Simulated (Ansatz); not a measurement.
## Sn (I4/mmm): electronic heat capacity and spin susceptibility from the density of states

Method: Ansatz 0.2.0, DFT PBEsol, scalar-relativistic, plane waves, PAW.

Cutoff 420 eV; k points 18×18×18 on the computed 1-atom cell (Γ-centred); Gaussian smearing, width 0.10 eV; no spin polarisation.

Relaxed cell: I4/mmm, a = 3.235 Å, b = 3.235 Å, c = 5.068 Å, α = 90.00°, β = 90.00°, γ = 90.00°, 1 atom in the primitive cell. This form isn't the element's structure at ambient conditions.

The density of states at the Fermi level is 0.527 states/eV in the cell of 1 atom (1 formula unit; both spins, tetrahedra on a 27×27×27 mesh).

Question: What Sommerfeld coefficient and Pauli susceptibility does this give?

Answer: Per formula unit N(E_F) = 0.527 states/eV. γ = (π²/3) k_B² N(E_F) N_A = 2.357 mJ/(mol K²) per state/eV, so γ = 1.2 mJ/(mol K²), a mole of formula units. χ_P = μ_B² N(E_F) N_A = 3.23×10⁻⁵ emu/mol per state/eV gives 1.7×10⁻⁵ emu/mol. This is the bare band result: a measured γ of the same phase is as a rule larger by a factor 1 + λ from phonons and spin fluctuations, the spin part of χ is larger by the Stoner factor, and a measured χ also holds orbital and core terms. N(E_F) at one energy is sensitive to the mesh where the density of states has sharp peaks.